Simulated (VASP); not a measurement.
Wanted: the native input for a VASP 6.6.1 run.

```yaml
Task: relaxation of the atoms
Functional: r2SCAN
Potentials_or_basis: VASP PAW PBE potentials, release 64 (Rb_sv)
Cutoff: 600 eV
k_mesh: 10 × 10 × 10
Occupations: methfessel-paxton, width 0.1 eV
Spin: no spin polarisation
Further_INCAR_settings: ALGO = Normal; EDIFF = 1e-07; IBRION = 2; EDIFFG = -0.01; NSW = 40
```

The structure of Rb lies in POSCAR:

```
Rb                                      
1.0
   -2.8354348483      2.8354348483      2.8354348483
    2.8354348483     -2.8354348483      2.8354348483
    2.8354348483      2.8354348483     -2.8354348483
  Rb            
     1
Direct
     0.0000000000000000    0.0000000000000000    0.0000000000000000
```

The cell isn't the ideal one: a relaxed cell with its volume scaled by 0.96.

The input as run:

INCAR

```
ALGO = Normal
EDIFF = 1E-7
EDIFFG = -0.01
ENCUT = 600
IBRION = 2
ISIF = 2
ISMEAR = 1
LASPH = True
LCHARG = False
LMIXTAU = True
LREAL = False
LWAVE = False
METAGGA = R2SCAN
NELM = 80
NSW = 40
PREC = Accurate
SIGMA = 0.1
```

KPOINTS

```
k-points
0
Gamma
  10 10 10
```

Potentials or basis: VASP PAW PBE potentials, release 64 (Rb_sv).

Launch:

```console
$ cat potpaw_PBE.64/Rb_sv/POTCAR > POTCAR
$ mpirun -np 1 vasp_std > vasp.out
```

It gave:

```yaml
Pressure_after_relaxing: 0.1 GPa
Band_gap_on_the_k_mesh: none (metal or under the smearing width)
```

Caveat: the relaxation stopped at its first step, so nothing moved; the PAW data sets were made with another functional, which shifts forces and pressure a little.

Wall time 6.9 min on 1 thread of AMD EPYC 7R13 Processor (Zen 3), with other jobs on the host, peak memory 0.26 GiB.
